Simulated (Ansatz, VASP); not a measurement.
## MgS: VASP beside Ansatz

Contents of POSCAR:

```
MgS
1.0
    4.0346224068      0.0000000000      0.0000000000
   -2.0173112034      3.4940854990      0.0000000000
    0.0000000000      0.0000000000      6.4322941800
S Mg
2 2
Direct
    0.6666666667      0.3333333333      0.8792441500
    0.3333333333      0.6666666667      0.3792441500
    0.3333333333      0.6666666667      0.9957548500
    0.6666666667      0.3333333333      0.4957548500
```

File INCAR.step1:

```
SYSTEM = MgS
ALGO     = Normal         ! electronic algorithm
EDIFF    = 1E-5           ! SCF threshold, eV
ENCUT    = 520            ! plane-wave cutoff, eV
GGA      = PE             ! functional
ISIF     = 2              ! what is computed and relaxed
ISMEAR   = -1             ! smearing method
LASPH    = .True.         ! aspherical terms in the spheres
LCHARG   = .False.        ! write CHGCAR
LREAL    = .False.        ! projectors in reciprocal space
LWAVE    = .True.         ! write WAVECAR
NELM     = 100            ! most SCF steps
PREC     = Accurate       ! precision mode
SIGMA    = 0.05           ! smearing width, eV
```

INCAR.step2

```
SYSTEM = MgS
AEXX     = 0.15           ! exact-exchange fraction
ALGO     = Normal         ! electronic algorithm
EDIFF    = 1E-7           ! SCF threshold, eV
ENCUT    = 520            ! plane-wave cutoff, eV
GGA      = PE             ! functional
HFSCREEN = 0.2            ! screening, 1/A
ISIF     = 2              ! what is computed and relaxed
ISMEAR   = -1             ! smearing method
ISTART   = 1            
LASPH    = .True.         ! aspherical terms in the spheres
LCHARG   = .False.        ! write CHGCAR
LHFCALC  = .True.         ! exact exchange
LREAL    = .False.        ! projectors in reciprocal space
LWAVE    = .False.        ! write WAVECAR
NELM     = 100            ! most SCF steps
PREC     = Accurate       ! precision mode
PRECFOCK = Fast         
SIGMA    = 0.05           ! smearing width, eV
```

File KPOINTS:

```
k-points
0
Gamma
  4 4 2
  0 0 0
```

The input input.yaml:

```yaml
crystal:
  lattice:
    - [4.0346224068, 0.0, 0.0]
    - [-2.0173112034, 3.494085499, 0.0]
    - [0.0, 0.0, 6.43229418]
  atoms:
    - { symbol: S, position: [0.6666666667, 0.3333333333, 0.87924415] }
    - { symbol: S, position: [0.3333333333, 0.6666666667, 0.37924415] }
    - { symbol: Mg, position: [0.3333333333, 0.6666666667, 0.99575485] }
    - { symbol: Mg, position: [0.6666666667, 0.3333333333, 0.49575485] }
hamiltonian:
  xc: { exchange: pbe, correlation: pbe, exx: { coeff: 0.15, omega: 0.2 } }
  pseudopotentials: { kind: paw }
kpoints:
  mp_grid: { grid: [4, 4, 2] }
scf:
  occupations: { method: fermi_dirac, width: 0.05 }
output:
  forces: true
  stress: true
  eigenvalues: true
```

The cell comes from a database or a generator and needn't be the stable form of this composition.

Alike in both runs: task single point; functional HSE(alpha, omega); k mesh 4 × 4 × 2; occupations fermi-dirac, width 0.05 eV; no spin polarisation.

|  | VASP | Ansatz |
| --- | --- | --- |
| version | VASP 6.6.1 | Ansatz 0.2.0 |
| potentials or method | VASP PAW PBE potentials, release 64 (S, Mg) | Ansatz PAW |
| plane-wave cutoff (eV) | 520 | 420 |
| valence electrons in the cell | 16 | 32 |

```csv
,VASP,Ansatz,Ansatz less VASP
gap on the k mesh at the Fermi level (eV),4.07,4.08,+0.012
least direct gap on the mesh (eV),4.07,4.08,+0.012
pressure (GPa),0.3,0.5,+0.16
largest component of the traceless stress (GPa),0.23,0.24,+0.008
rms of the force components (eV/Å),0.029,0.028,-0.0006
```

Atom by atom the forces differ by 0.001 eV/Å (rms over components). The functional is the same, so the differences come from potentials, cutoffs and numerics. The two sets of potentials don't hold the same shells in valence.

Caveats: the k mesh is coarse (spacing up to 0.49 Å⁻¹), so the values aren't converged, least of all with exact exchange; the PAW data sets were made with another functional, which shifts forces and pressure a little (VASP); the PAW data sets come from PBE, with cores solved anew for the run's functional, which leaves a small shift of forces and pressure (Ansatz); the thresholds are loose for stress (Ansatz).
